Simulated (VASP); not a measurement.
## KCl: single point with r2SCAN

**Measured values to compare with.**

From a printed reference work, monograph, for a bulk crystal of KCl: band gap 8.68 eV.

The system is KCl.

```
K Cl
1.0
     0.00000    3.10394    3.10394
     3.10394    0.00000    3.10394
     3.10394    3.10394    0.00000
K Cl
1 1
Direct
  0.00000 0.00000 0.00000
  0.50000 0.50000 0.50000
```

```
Program                : VASP 6.6.1
Task                   : single point
Functional             : r2SCAN
Potentials or basis    : VASP PAW PBE potentials, release 64 (K_sv, Cl)
Cutoff                 : 520 eV
k mesh                 : 8 × 8 × 8
Occupations            : fermi-dirac, width 0.02 eV
Spin                   : no spin polarisation
Dipole correction      : no
Further INCAR settings : ALGO = Normal; EDIFF = 1e-06; NBANDS = 15
```

```
Pressure               : 0.9 GPa
Band gap on the k mesh : 5.98 eV
```

Levels at points of the mesh, in eV from the valence-band top:
| k point | band 6 | band 7 | band 8 | band 9 | band 10 | band 11 |
| --- | --- | --- | --- | --- | --- | --- |
| (0.00, 0.00, 0.00) | 0.00 | 0.00 | 0.00 | 5.98 | 9.05 | 9.05 |
| (0.50, 0.00, 0.00) | -1.12 | -0.35 | -0.35 | 8.25 | 9.40 | 11.45 |
| (0.50, 0.50, 0.00) | -0.70 | -0.23 | -0.23 | 6.99 | 9.41 | 10.95 |

It took 91 s on 1 thread of AMD EPYC 9R45 96-Core Processor (Zen 5), on a shared host, peak memory 0.19 GiB.

A measured gap of KCl is 8.68 eV (a printed reference work, monograph); the calculated 5.98 eV misses it by -2.70 eV. The value is that of r2SCAN on a finite k mesh, which can miss the band edges, without temperature or zero-point motion.

Caveat: the PAW data sets were made with another functional, which shifts forces and pressure a little.
